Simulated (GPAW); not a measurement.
# CdTe (F-43m) in GPAW: single point with LDA

Aim: the single point of CdTe with LDA.

All numbers are computed with GPAW 26.7.0; they aren't measurements. Logs are shortened: lines on timing, memory, paths and dates and some standing lists are left out, and cuts for length are marked. The log counts tension as positive stress, the text compression.

**What was measured.**

A printed reference work, data compilation reports, for a bulk crystal of CdTe at 0 K: band gap 1.607 eV.

The runs below are set against these values where they give the same quantity.

## 1. The structure

It takes space group F-43m (No. 216, cubic). Conventional cell: a = 6.410 Å, b = 6.410 Å, c = 6.410 Å, α = 90.00°, β = 90.00°, γ = 90.00°. Around Te (site symmetry -43m) lie 4 Cd at 2.78 Å. Around Cd (site symmetry -43m) lie 4 Te at 2.78 Å.

## 2. Single point, LDA

Contents of run.py:

```python
from ase import Atoms
from ase.dft.bandgap import bandgap
from ase.io import write
from ase.units import GPa
from gpaw import GPAW, PW

atoms = Atoms(['Te', 'Cd'],
              cell=[[0.0, 3.205, 3.205],
                    [3.205, 0.0, 3.205],
                    [3.205, 3.205, 0.0]],
              scaled_positions=[[0.75, 0.75, 0.75],
                                [0.0, 0.0, 0.0]],
              pbc=True)

calc = GPAW(mode=PW(450),
            xc='LDA',
            kpts={'size': (6, 6, 6), 'gamma': True},
            occupations={'name': 'fermi-dirac', 'width': 0.05},
            nbands=18,
            maxiter=120,
            txt='gpaw.txt')
atoms.calc = calc
energy = atoms.get_potential_energy()
forces = atoms.get_forces()
stress = atoms.get_stress()
calc.write('gs.gpw')
write('result.traj', atoms)
print(f'Energy: {energy:.6f} eV')
print('Forces (eV/A):')
print(forces.round(4))
print('Stress (GPa):', (stress / GPa).round(3))
print('Fermi level:', round(calc.get_fermi_level(), 4), 'eV')
print(f'Gap: {bandgap(calc)[0]:.4f} eV, direct: {bandgap(calc, direct=True)[0]:.4f} eV')
```

Potentials or basis: the program's PAW data sets (release 1.2.1) made for this functional, pw.

Run with:

```sh
$ OMP_NUM_THREADS=1 python run.py
```

gpaw.txt:

```text
__  _  _
 | _ |_)|_||  |
 |__||  | ||/\| - 26.7.0

Input parameters:
  mode=PW(ecut=450.00000000000006),
  kpts=MonkhorstPack(size=(6, 6, 6), gamma=True),
  maxiter=120,
  nbands=18,
  occupations=Occupations(name='fermi-dirac', width=0.05),
  xc=XC(name='LDA')

Diagonalizing LCAO Hamiltonian
Converting LCAO to pw mode

                      Te

       Cd

Atoms  # Å, Bohr magnetons
|   | symbol |        x |        y |        z |    initial magnetic moments |
|---|--------|----------|----------|----------|-----------------------------|
| 0 |     Te | 4.807500 | 4.807500 | 4.807500 | ( 0.0000,  0.0000,  0.0000) |
| 1 |     Cd | 0.000000 | 0.000000 | 0.000000 | ( 0.0000,  0.0000,  0.0000) |

Unit cell  # Å
| periodic |        x |        y |        z |  lengths |    angles |
|----------|----------|----------|----------|----------|-----------|
|      yes | 0.000000 | 3.205000 | 3.205000 | 4.532554 | 60.000000 |
|      yes | 3.205000 | 0.000000 | 3.205000 | 4.532554 | 60.000000 |
|      yes | 3.205000 | 3.205000 | 0.000000 | 4.532554 | 60.000000 |

Number of symmetries: 24
Symmetry operations  # r_c * U_cc + t_c -> r_c
|    | kind |            matrix            |
|----|------|------------------------------|
|  0 |  E   |  1, 0, 0,  0, 1, 0,  0, 0, 1 |
|  1 |  σ   |  1, 0, 0,  0, 0, 1,  0, 1, 0 |
|  2 |  σ   |  1, 0,-1,  0, 1,-1,  0, 0,-1 |
|  3 |  C3  |  1, 0,-1,  0, 0,-1,  0, 1,-1 |
|  4 |  C3  |  1,-1, 0,  0,-1, 1,  0,-1, 0 |
|  5 |  σ   |  1,-1, 0,  0,-1, 0,  0,-1, 1 |
|  6 |  σ   |  0, 1, 0,  1, 0, 0,  0, 0, 1 |
|  7 |  C3  |  0, 1, 0,  0, 0, 1,  1, 0, 0 |
|  8 |  C2  |  0, 1,-1,  1, 0,-1,  0, 0,-1 |
|  9 |  S4  |  0, 1,-1,  0, 0,-1,  1, 0,-1 |
| 10 |  C3  |  0, 0, 1,  1, 0, 0,  0, 1, 0 |
| 11 |  σ   |  0, 0, 1,  0, 1, 0,  1, 0, 0 |
| 12 |  S4  |  0, 0,-1,  1, 0,-1,  0, 1,-1 |
| 13 |  C3  |  0, 0,-1,  0, 1,-1,  1, 0,-1 |
| 14 |  S4  |  0,-1, 1,  1,-1, 0,  0,-1, 0 |
| 15 |  C2  |  0,-1, 1,  0,-1, 0,  1,-1, 0 |
| 16 |  C3  |  0,-1, 0,  1,-1, 0,  0,-1, 1 |
| 17 |  S4  |  0,-1, 0,  0,-1, 1,  1,-1, 0 |
| 18 |  S4  | -1, 1, 0, -1, 0, 1, -1, 0, 0 |
| 19 |  C3  | -1, 1, 0, -1, 0, 0, -1, 0, 1 |
| 20 |  C3  | -1, 0, 1, -1, 1, 0, -1, 0, 0 |
| 21 |  S4  | -1, 0, 1, -1, 0, 0, -1, 1, 0 |
| 22 |  σ   | -1, 0, 0, -1, 1, 0, -1, 0, 1 |
| 23 |  C2  | -1, 0, 0, -1, 0, 1, -1, 1, 0 |

BZ-sampling:
  Number of BZ points: 216
  Number of IBZ points: 16

  Monkhorst-Pack size: [6, 6, 6]
  Monkhorst-Pack shift: [0.08333333333333333, 0.08333333333333333, 0.08333333333333333]

K-points  # in reciprocal-cell coordinates
|     |                                coordinates |     weight |
|-----|--------------------------------------------|------------|
|   0 | (  0.00000000,   0.00000000,   0.00000000) | 0.00462963 |
|   1 | (  0.16666667,   0.16666667,   0.00000000) | 0.02777778 |
|   2 | (  0.16666667,   0.16666667,   0.16666667) | 0.03703704 |
|   3 | (  0.33333333,   0.16666667,   0.16666667) | 0.05555556 |
|   4 | (  0.33333333,   0.33333333,  -0.33333333) | 0.05555556 |
|   5 | (  0.33333333,   0.33333333,   0.00000000) | 0.02777778 |
|   6 | (  0.33333333,   0.33333333,   0.16666667) | 0.11111111 |
|   7 | (  0.33333333,   0.33333333,   0.33333333) | 0.03703704 |
|   8 | (  0.50000000,   0.33333333,  -0.33333333) | 0.11111111 |
|   9 | (  0.50000000,   0.33333333,  -0.16666667) | 0.05555556 |
| ... |                                            |            |
|  15 | (  0.50000000,   0.50000000,   0.50000000) | 0.01851852 |

Plane wave coefficients: 1458
Cutoff: 450.00000000000006 eV

Spin-components: 1 (collinear spins)
Bands:           18
Projectors:      11
Spin-degeneracy: 2
Datatype:        complex128

Parallelization:
  kpt:    1
  domain: 1
  band:   1

Density:
  Valence electrons: 18.0
  Components: 1
  Grid points: [24 24 24]
  Charge: 0.0  # |e|

Potential:
  Grid points: [24 24 24]

species:
  Te:
    name:    Tellurium
    Z:       52.0
    valence: 6
    core:    46
    charge:  0.0  # [|e|]
    compensation charges:
      type: gauss
      rc: 0.36  # [Å]
      lmax: 2
    cutoffs:
      filter: 2.09  # [Å]
      core: 3.17  # [Å]
    projectors
    | kind |    occ | energy [eV] | rcut [Å] |
    |------|--------|-------------|----------|
    |   5s |  2.000 |     -15.337 |    1.180 |
    |   5p |  4.000 |      -6.113 |    1.196 |
    |    s |        |      11.875 |    1.180 |
    |    p |        |      21.098 |    1.196 |
    |    d |        |       0.000 |    1.238 |

    Using partial waves for Te as LCAO basis

  Cd:
    name:    Cadmium
    Z:       48.0
    valence: 12
    core:    36
    charge:  0.0  # [|e|]
    compensation charges:
      type: gauss
      rc: 0.38  # [Å]
      lmax: 2
    cutoffs:
      filter: 2.12  # [Å]
      core: 2.62  # [Å]
    projectors
    | kind |    occ | energy [eV] | rcut [Å] |
    |------|--------|-------------|----------|
    |   5s |  2.000 |      -5.950 |    1.191 |
    |   5p |  0.000 |      -1.328 |    1.228 |
    |   4d | 10.000 |     -11.904 |    1.164 |
    |    s |        |      21.261 |    1.191 |
    |    p |        |      25.883 |    1.228 |
    |    d |        |      15.307 |    1.164 |

    Using partial waves for Cd as LCAO basis

Reference energy: -336673.462795  # eV

eigensolver:
  PPCG
  Converge bands: occupied
  niter=2

density mixing:
  MSR1-Mixer
  Pratt-step length: 0.05
  Maximum mixing coefficient: 0.75
  Old densities: 10
  SVD Regularization: 0.005
  Good broyden scale: 1.0
  Trust region scale: 1.0
  Backstep threshold: 4.0
  History deletion threshold: 6.0
  Fourier metric: weight=20.0, sigma=0.015

occupation numbers:
  Fermi-Dirac:
    width: 0.0500  # eV

poisson solver:
  ecut: 3600.0000000000005  # eV

xc functional:
  name: None

convergence criteria:
- Maximum [total energy] change in last 3 cyles: 0.0005 eV / valence electron
- Maximum integral of absolute [dens]ity change: 0.0001 electrons / valence electron
- Maximum integral of absolute [eigenst]ate change: 4e-08 eV^2 / valence electron
maximum number of iterations: 120

SCF iterations
|iter     | |      energy | eigst |  dens |
|---------|-|-------------|-------|-------|
|iter:   1| |   -6.525592 | -0.39 |       |
|iter:   2| |   -6.481255 | -2.39 | -1.28 |
|iter:   3| |   -6.303034 | -1.78 | -1.32 |
|iter:   4| |   -6.297896 | -3.50 | -1.80 |
|iter:   5| |   -6.296816c| -3.87 | -2.27 |
|iter:   6| |   -6.296811c| -5.64 | -3.02 |
|iter:   7| |   -6.296812c| -7.09 | -3.61 |
|iter:   8| |   -6.296812c| -7.73c| -4.47c|

Converged in 8 steps
Energy contributions relative to reference atoms: (reference = -336673.462795)

Energy contributions:
  Kinetic:          17.530073
  Coulomb:         -15.922605
  Zero:              0.243813
  External:          0.000000
  Xc:               -8.148079
  Entropy:          -0.000027
  Spinorbit:         0.000000
  ----------------------------
  Free energy:      -6.296825
  Extrapolated:     -6.296812

dipole moment: (-16.657085, -16.657085, -16.657085)  # |e|*Ang

Fermi level: 4.110
Eigenvalues  # (at kpt = [0.000, 0.000, 0.000])
| band index |      eig [eV] | occ [0-2] |
|------------|---------------|-----------|
|          0 |        -7.681 |     2.000 |
|          1 |        -4.573 |     2.000 |
|          2 |        -4.573 |     2.000 |
|          3 |        -4.573 |     2.000 |
|          4 |        -4.280 |     2.000 |
|          5 |        -4.280 |     2.000 |
[... 10 lines left out ...]
|         16 |        13.731 |     0.000 |
|         17 |        13.731 |     0.000 |

Gap: 0.608 eV
Transition (v -> c):
  (s=0, k=0, n=8, [0.00, 0.00, 0.00]) -> (s=0, k=0, n=9, [0.00, 0.00, 0.00])
No difference between direct/indirect transitions

Forces  # eV/Ang
|        x |        y |        z |
|----------|----------|----------|
| -0.00000 | -0.00000 | -0.00000 |  # Te   0
|  0.00000 | -0.00000 | -0.00000 |  # Cd   1

Stress tensor  # eV/Ang^3
|         x |        y |         z |
|-----------|----------|-----------|
|  0.007163 | 0.000000 | -0.000000 |
|  0.000000 | 0.007163 |  0.000000 |
| -0.000000 | 0.000000 |  0.007163 |

# Writing to gs.gpw (mode='')
```

Wall time 6.5 s (1 thread of Intel Xeon Platinum 8488C (Sapphire Rapids), shared host); peak memory 0.15 GiB.

Results:

* Free energy: -6.2968 eV
* Pressure: -1.1 GPa
* Band gap on the k mesh: 0.61 eV, direct

Caveat: the cutoff is short for stress and forces, so pressures can be off by a GPa or more; spin-orbit coupling is left out, which moves the levels of the heavy elements.

## 3. How close it comes

Step 2. Measured gap of CdTe: 1.607 eV (0 K; a printed reference work, data compilation). This calculation gives 0.61 eV (-1.00 eV). Spin-orbit coupling on Cd, Te is left out. The value is that of LDA, without temperature or zero-point motion. Semilocal functionals fall short of measured gaps as a rule.
